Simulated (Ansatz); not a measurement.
Program: Ansatz. Geometries: PBE0-D4/def2-TZVP. ΔE: electronic, gas phase. CCSD(T)/CBS adds triple-zeta CCSD(T) − MP2 to the extrapolated MP2 energy (def2 sets, frozen cores). This one scheme is used for every species. DFT in def2-TZVPP. Open shells (•) are unrestricted, without spin–orbit coupling. For Ge outer-core shells are correlated without core-valence functions, which leaves a few kJ/mol of doubt a bond. Scalar relativity is left out up to krypton. One conformer a species, not always the lowest.

`C[O][GeH]([F])[SH]` + `F[C](F)F`• → `C[O][Ge]([F])[SH]`• + `FC(F)F`  (hydrogen abstraction from a Ge–H bond)

CCSD(T)/CBS gives -105.1 kJ/mol.

(1) Another level gave -104.0 kJ/mol. Which?
A. CCSD(T)/def2-TZVPP
B. HF/def2-TZVPP
C. PBE0/def2-TZVPP
D. ωB97M-V/def2-TZVPP

Largest T1 diagnostic among the species: 0.015.

## Answers

(1) A. CCSD(T)/def2-TZVPP -104.0, PBE0 -109.8, ωB97M-V -116.6, HF/def2-TZVPP -80.3 kJ/mol.

From PBE to PBE0 (25 % exact exchange), in def2-TZVPP and without D4, ΔE moves by +11.0 kJ/mol. In def2-TZVPP, CCSD(T) changes the Hartree–Fock value by −23.8 kJ/mol (the triples alone add −2.6 kJ/mol) and MP2 by −25.6 kJ/mol.

CCSD(T)/CBS has its own doubt, a few kJ/mol and more with outer-core shells, so smaller differences from it don't rank the levels.
